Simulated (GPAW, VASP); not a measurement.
Given: the input of a run of VASP 6.6.1 on Nb. 

INCAR

```
PREC     = Accurate       # precision mode
ENCUT    = 550            # plane-wave cutoff, eV
EDIFF    = 1E-6           # SCF threshold, eV
ISMEAR   = 0              # smearing method
SIGMA    = 0.1            # smearing width, eV
LREAL    = False          # projectors in reciprocal space
LASPH    = True           # aspherical terms in the spheres
NELM     = 100            # most SCF steps
ALGO     = Normal         # electronic algorithm
ISIF     = 2              # what is computed and relaxed
LWAVE    = False          # write WAVECAR
LCHARG   = True           # write CHGCAR
LELF     = True           # ELF
LVHAR    = True         
NBANDS   = 12             # bands
```

KPOINTS

```
Automatic mesh
0
Gamma
  11 11 11
```

POSCAR

```
Nb
2.882
   -0.577359472588      0.577359472588      0.577359472588
    0.577359472588     -0.577359472588      0.577359472588
    0.577359472588      0.577359472588     -0.577359472588
Nb
1
Direct
    0.0000000000      0.0000000000      0.0000000000
```

Potentials or basis: VASP PAW LDA potentials, release 64 (Nb_sv_GW).

Command:

```bash
$ cat potpaw_LDA.64/Nb_sv_GW/POTCAR > POTCAR
$ mpirun -np 1 vasp_std > vasp.out
```

Problem. Translate it to GPAW 26.7.0 (ASE script). Potentials or basis there: the program's PAW data sets (release 1.2.1) made for this functional, cutoff 600 eV.

Solution. As run (cutoffs and basis follow the program's own potentials, and thresholds, step limits or extra output files can differ):

The input run.py:

```python
from ase.dft.bandgap import bandgap
from ase.io import read, write
from ase.units import Bohr, GPa
from gpaw import GPAW, PW
from gpaw.elf import elf_from_dft_calculation

atoms = read('POSCAR')

calc = GPAW(mode=PW(600),
            xc='LDA',
            kpts={'size': (11, 11, 11), 'gamma': True},
            occupations={'name': 'methfessel-paxton', 'order': 0, 'width': 0.1},
            nbands=15,
            convergence={'density': 1e-05, 'energy': 1e-05},
            maxiter=150,
            txt='gpaw.txt')
atoms.calc = calc
energy = atoms.get_potential_energy()
forces = atoms.get_forces()
stress = atoms.get_stress()
calc.write('gs.gpw')
write('result.traj', atoms)
print(f'Energy: {energy:.6f} eV')
print('Forces (eV/A):')
print(forces.round(4))
print('Stress (GPa):', (stress / GPa).round(3))
print('Fermi level:', round(calc.get_fermi_level(), 4), 'eV')
print(f'Gap: {bandgap(calc)[0]:.4f} eV, direct: {bandgap(calc, direct=True)[0]:.4f} eV')

# fields on the real-space grid
write('density.cube', atoms, data=calc.get_pseudo_density() * Bohr**3)
write('potential.cube', atoms, data=calc.get_electrostatic_potential())
write('elf.cube', atoms, data=elf_from_dft_calculation(calc).data)
```

Contents of POSCAR:

```
Nb
1.0
   -1.6639500000      1.6639500000      1.6639500000
    1.6639500000     -1.6639500000      1.6639500000
    1.6639500000      1.6639500000     -1.6639500000
Nb
1
Direct
    0.0000000000      0.0000000000      0.0000000000
```

Potentials or basis: the program's PAW data sets (release 1.2.1) made for this functional, pw.

The run is started by

```console
$ OMP_NUM_THREADS=1 python run.py
```

Both were run:

|  | VASP | GPAW |
| --- | --- | --- |
| Pressure | -12.3 GPa | -12.4 GPa |

The two programs' LDA may be different fits to the electron gas.

The cell lies far from this level's equilibrium.

Pressure is positive in compression.
